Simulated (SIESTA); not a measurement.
The system is MnO2.

```
Mn O
1.0
     2.85658    0.00000    0.00000
    -1.42829    2.47387    0.00000
     0.00000    0.00000    4.60137
Mn O
1 2
Direct
  0.00000 0.00000 0.50000
  0.33333 0.66667 0.70629
  0.66667 0.33333 0.29371
```

Measurements of this composition are mostly on another form, of space group No. 136.

Program: SIESTA 5.4.2. Alike in all runs: task band structure; level PBEsol; spin collinear, ferromagnetic start; cell as given; k mesh 11 × 11 × 6; smearing fermi-dirac 0.05 eV; grid cutoff 800 Ry; energy shift 0.003 Ry.

Order these runs on this cell by their band gap on the k mesh, lowest first.
A. potentials or basis PseudoDojo 0.4 standard (PBEsol files), TZDP (energy shift 0.003 Ry; two zetas on semicore shells)
B. potentials or basis PseudoDojo 0.4 standard (PBEsol files), SZ (energy shift 0.003 Ry)
C. potentials or basis PseudoDojo 0.4 standard (PBEsol files), SZP (energy shift 0.003 Ry)

B (metal), C (0.39 eV), A (0.72 eV).

Caveats: the basis of atomic orbitals isn't converged, which shifts pressures, moduli and gaps; a cell with one magnetic atom can't hold antiferromagnetic order, which such compounds often take; the basis has no polarisation orbitals (some runs); semilocal functionals often make such compounds metallic where correlation or magnetic order opens a gap, which also shifts bond lengths (some runs).

